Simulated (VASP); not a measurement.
A run of VASP 6.6.1:

The input INCAR:

```
SYSTEM = W
  PREC = Accurate
  ENCUT = 520
  EDIFF = 1E-7
  ISMEAR = 0
  SIGMA = 0.1
  LREAL = .False.
  LASPH = .True.
  NELM = 100
  ALGO = Fast
  ISIF = 2
  LWAVE = .False.
  LCHARG = .False.
  GGA = PS
  NBANDS = 13
  ISYM = 0
```

Contents of KPOINTS:

```
regular mesh
0
Gamma
  12 12 17
  0 0 0
```

POSCAR

```
W
1.0
    2.8679136060      0.0000000000      0.0000000000
    0.0000000000      2.8679136060      0.0000000000
    1.4339568030      1.4339568030      1.9648293793
W
1
Direct
    0.0000000000      0.0000000000      0.0000000000
```

Potentials or basis: VASP PAW PBE potentials, release 64 (W_sv).

Run with:

```console
$ cat potpaw_PBE.64/W_sv/POTCAR > POTCAR
$ mpirun -np 1 vasp_std > vasp.out
```

Hardware: 1 thread of Intel(R) Xeon(R) 6975P-C (Granite Rapids) (shared host).

Estimate the wall time of this run.

Wall time 100 s on 1 thread of Intel(R) Xeon(R) 6975P-C (Granite Rapids), with other jobs on the host, peak memory 0.35 GiB. Counts: scf iterations 15, k points 1226.
